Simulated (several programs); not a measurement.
**What each method gives for RbBr (zincblende)**

RbBr (zincblende), relaxed with r2SCAN in Ansatz, was computed with several methods. The symmetry is F-43m (No. 216, cubic); conventional cell a = 7.739 Å, 57.94 Å³ an atom. Rb is surrounded by 4 Br at 3.35 Å; Br is surrounded by 4 Rb at 3.35 Å. The cell comes from a prototype generator: it can be a known phase or a hypothetical one. Spin polarisation is off.

```yaml
crystal:
  lattice:
    - [0.00000, 3.86950, 3.86950]
    - [3.86950, 0.00000, 3.86950]
    - [3.86950, 3.86950, 0.00000]
  atoms:
    - { symbol: Rb, position: [0.00000, 0.00000, 0.00000] }
    - { symbol: Br, position: [0.25000, 0.25000, 0.25000] }
```

Gaps and times are for a single point on this cell; volume and bulk modulus come from each method's own relaxation or energy curve at fixed shape. Times are rough, from shared hosts (AMD EPYC 9R14; Intel Xeon Platinum 8259CL CPU @ 2.50GHz; NVIDIA H100 80GB HBM3), and each method has its own mesh and cell size. PM6 (MOPAC), PM7 (MOPAC), GFN2-xTB (tblite) treat a cluster of cells at its zone centre, which samples few k points: where these miss a band edge, the gap comes out too large for that reason alone. Gaps from k meshes are read at a limited set of points (mesh, symmetry points, PBE's band edges), so each method's own least gap may be somewhat smaller. Force fields have no electrons; where one was fitted to this phase, its volume and modulus reflect the fit. xTB and the PM methods were fitted mostly to molecules, and can miss a solid's gap by electronvolts. Minimal bases can be far off for gaps. Times of the plane-wave ladder aren't listed, since it ran on unlike processors and cards. GLLB-SC's gap includes the derivative discontinuity. G0W0 is at finite bands, cutoff and mesh. d marks a direct gap, i an indirect one (no mark: not told apart), a dash a value that wasn't computed or didn't pass its checks.

| method | kind | gap (eV) | own volume (Å³/atom) | bulk modulus (GPa) | atoms computed | processor time |
| --- | --- | --- | --- | --- | --- | --- |
| PBEsol | semilocal | – | 55.54 | – | 2 | – |
| ffield.eim (LAMMPS) | force field | – | – | – | 2 | 0.21 s |
| PM7 (MOPAC) | semi-empirical | 5.29 | – | – | cluster | 0.25 s |
| PM6 (MOPAC) | semi-empirical | 10.15 | – | – | cluster | 0.29 s |
| light PBE (260 eV and a coarse mesh) | light plane-wave | 4.07 i | – | – | 2 | 0.58 s |
| GFN2-xTB (tblite) | tight binding | 3.53 | – | – | cluster | 0.65 s |
| GFN1-xTB (DFTB+) | tight binding | 0.74 i | – | – | 2 | 0.73 s |
| PBE | semilocal | 4.07 i | 58.99 | 8 | 2 | – |
| LDA | semilocal | 3.81 i | 51.82 | – | 2 | – |
| r2SCAN | semilocal | 4.65 i | 57.94 | 9 | 2 | – |
| PBE/single zeta (GPAW) | small basis | 3.51 d | – | – | 2 | 8.9 s |
| G0W0@PBE (180 eV screening cutoff) | many-body | 6.92 | – | – | 2 | – |
| GLLB-SC (GPAW) | model potential | 9.27 | – | – | 2 | 9.3 s |
| PBE/SZV (CP2K) | small basis | 2.69 i | 61.16 | 9 | 2 | 11 s |
| G0W0@r2SCAN (180 eV screening cutoff) | many-body | 7.22 | – | – | 2 | – |
| PBE+SOC | semilocal | 3.94 i | – | – | 2 | – |
| PBE/DZVP (CP2K) | small basis | 4.23 i | 60.67 | 8 | 2 | 19 s |
| G0W0@PBE0 (180 eV screening cutoff) | many-body | 7.69 | – | – | 2 | – |
| G0W0@HSE06 (180 eV screening cutoff) | many-body | 7.46 | – | – | 2 | – |
| PBE0 | hybrid | 5.90 i | – | – | 2 | – |
| HSE06 | hybrid | 5.17 i | 58.11 | – | 2 | – |
| Hartree-Fock | exact exchange | 10.95 i | – | – | 2 | – |
| DDH-PBE0 | hybrid | 7.75 i | – | – | 2 | – |
| r2SCANh | hybrid | 5.27 i | – | – | 2 | – |
| HSE06+SOC | hybrid | 5.03 i | – | – | 2 | – |
| G0W0@LDA (140 eV screening cutoff) | many-body | 6.76 | – | – | 2 | – |

Against HSE06 (5.17 eV) and with closed or daggered gaps left aside, the nearest gap at the points sampled is that of r2SCANh (+0.10 eV) and the farthest that of Hartree-Fock (+5.78 eV). HSE06 is only a yardstick of convenience: for gaps this wide it usually falls short of measured ones, so a larger value can be the better one.

Volumes against r2SCAN's: PBEsol -4.1 %, PBE +1.8 %, LDA -10.6 %, PBE/SZV (CP2K) +5.6 %, PBE/DZVP (CP2K) +4.7 %, HSE06 +0.3 %.

Runs without a result: GFN1-xTB (tblite) (single point).

Relaxed on its own, the cell leaves this structure with ffield.eim (LAMMPS), so no volume is listed.

Only the rows marked +SOC include spin-orbit coupling.
